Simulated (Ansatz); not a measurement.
Consider the formal exchange of groups at a Ge–C bond: `C[C](=O)[GeH2][F]` + `CN(C)[SiH2]O` → `O[SiH2][GeH2][F]` + `CC(=O)N(C)C`.

Calculated with Ansatz (gas phase, PBE0-D4/def2-TZVP geometries, no zero-point term in ΔE). CBS: MP2 limit from def2 TZ/QZ plus the TZ coupled-cluster correction, frozen cores. DFT in def2-TZVPP. For Ge outer-core shells are correlated without core-valence functions, which leaves a few kJ/mol of doubt a bond. Scalar relativity is left out up to krypton. Each species was taken in one conformer, which may not be the lowest.

`C[C](=O)[GeH2][F]`:

```xyz
10

C     1.493    0.063    0.166
C     0.212   -0.681    0.361
O     0.133   -1.764    0.880
Ge   -1.506    0.145   -0.271
F    -1.115    1.711   -0.946
H     1.427    1.041    0.652
H     1.638    0.265   -0.900
H     2.333   -0.508    0.564
H    -2.471    0.398    0.895
H    -2.144   -0.672   -1.402
```

`CN(C)[SiH2]O`:

```xyz
14

C    -1.227   -0.817   -0.600
N     0.039   -0.204   -0.278
C     0.558    0.641   -1.323
Si    0.670   -0.235    1.308
O    -0.051    0.740    2.430
H    -2.021   -0.074   -0.757
H    -1.147   -1.416   -1.517
H    -1.546   -1.482    0.206
H     1.532    1.045   -1.039
H    -0.109    1.486   -1.548
H     0.691    0.073   -2.254
H     2.102    0.142    1.168
H     0.457   -1.586    1.873
H     0.053    1.687    2.329
```

`O[SiH2][GeH2][F]`:

Cartesian coordinates in Å:
```
O 0.566 1.798 0.532
Si 0.869 0.201 0.784
Ge -0.711 -0.895 -0.649
F -1.467 0.559 -1.317
H -0.135 1.988 -0.099
H 0.656 -0.163 2.208
H 2.266 -0.141 0.414
H -0.180 -1.665 -1.871
H -1.865 -1.681 -0.001
```

`CC(=O)N(C)C`:

```xyz
15

C    -0.407    1.022    1.685
C    -0.838    0.642    0.288
O    -1.881    1.067   -0.175
N    -0.019   -0.186   -0.420
C    -0.390   -0.570   -1.759
C     1.227   -0.723    0.055
H    -1.171    1.681    2.089
H     0.552    1.545    1.687
H    -0.314    0.147    2.333
H    -1.340   -0.102   -2.003
H     0.371   -0.245   -2.477
H    -0.488   -1.658   -1.834
H     1.432   -0.407    1.074
H     1.207   -1.819    0.036
H     2.059   -0.394   -0.579
```

```tsv
species	r2SCAN-D4 energy (Eh)
`C[C](=O)[GeH2][F]`	-2331.28795
`CN(C)[SiH2]O`	-501.10991
`O[SiH2][GeH2][F]`	-2544.62418
`CC(=O)N(C)C`	-287.78124
```

(1) Work out ΔE.

Largest T1 diagnostic among the species: 0.014.

Results:

(1) ΔE = (-2544.62418) + (-287.78124) − (-2331.28795) − (-501.10991) = -0.00756 Eh = -0.21 eV. CCSD(T)/CBS gives -0.04 eV.
